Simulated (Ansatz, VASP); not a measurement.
# GaSb in VASP and in Ansatz

```
CELL_PARAMETERS angstrom
2.86508 -2.88197 0.00000
2.86508 2.88197 0.00000
0.00000 0.00000 5.73041
ATOMIC_POSITIONS crystal
Ga 0.27941 0.72059 0.25000
Ga 0.72059 0.27941 0.75000
Sb 0.77721 0.22279 0.25000
Sb 0.22279 0.77721 0.75000
```

Alike in both runs: task single point; functional PBE; k mesh 4 × 4 × 4; occupations gaussian, width 0.1 eV; no spin polarisation.

|  | VASP | Ansatz |
| --- | --- | --- |
| version | VASP 6.6.1 | Ansatz 0.2.0 |
| potentials or method | VASP PAW PBE potentials, release 64 (Ga_d, Sb) | scalar-relativistic, plane waves, PAW |
| plane-wave cutoff (eV) | 520 | 420 |
| valence electrons in the cell | 36 | 56 |

Ansatz gave:

```
gap on the k mesh at the Fermi level (eV)       : none
pressure (GPa)                                  : 2.4
largest component of the traceless stress (GPa) : 0.35
rms of the force components (eV/Å)              : 0.072
```

Estimate VASP's values.

gap on the k mesh at the Fermi level (eV): none; pressure (GPa): 2.4; largest component of the traceless stress (GPa): 0.33; rms of the force components (eV/Å): 0.073.

Atom by atom the forces differ by 0.001 eV/Å (rms over components). A gap of «none» marks a metal or a gap that the smearing closes. The two sets of potentials don't hold the same shells in valence.

Caveats: the k mesh is coarse (spacing up to 0.39 Å⁻¹), so the values aren't converged. The runs have no spin-orbit coupling, so splittings on Sb are missing.
